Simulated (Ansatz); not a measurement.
**A sublattice moved along a line in NaI**

The calculation used DFT PBE, scalar-relativistic, plane waves, PAW (Ansatz). Settings: plane waves to 420 eV, k-mesh 6×6×6 (Γ-centred), Gaussian smearing 0.05 eV. Spin–orbit coupling is left out, which matters for the heavy elements here. No spin polarisation. Energies are free energies at this smearing, counted from the undisturbed cell; pressure is positive in compression.

The starting cell (as given, not relaxed at this level; it stands at 0.4 GPa):

```
Na I
1.0
     0.00000    3.23640    3.23640
     3.23640    0.00000    3.23640
     3.23640    3.23640    0.00000
Na I
1 1
Cartesian
  0.0000 0.0000 0.0000
  3.2364 3.2364 3.2364
```

Every I atom is moved by x along the Cartesian unit vector (0.000, 0.000, 1.000); the cell and all other atoms stay fixed.

```tsv
x (Å)	ΔE (meV/cell)	force along x on the moved atoms (eV/Å)	pressure (GPa)	gap on the mesh (eV)
-0.2000	19.2	0.21	0.6	3.65
-0.1000	4.5	0.09	0.5	3.65
0.0000	0.0	0.00	0.4	3.64
0.0250	0.3	-0.02	0.4	3.64
0.0500	1.1	-0.04	0.4	3.64
0.0750	2.5	-0.07	0.4	3.65
0.1250	7.1	-0.12	0.5	3.65
0.1500	10.4	-0.14	0.5	3.65
0.1750	14.4	-0.17	0.6	3.65
```

By symmetry 0.2000 repeats -0.2000, -0.1500 repeats 0.1500, 0.1000 repeats -0.1000, -0.0500 repeats 0.0500 in energy, with the opposite slope along the path.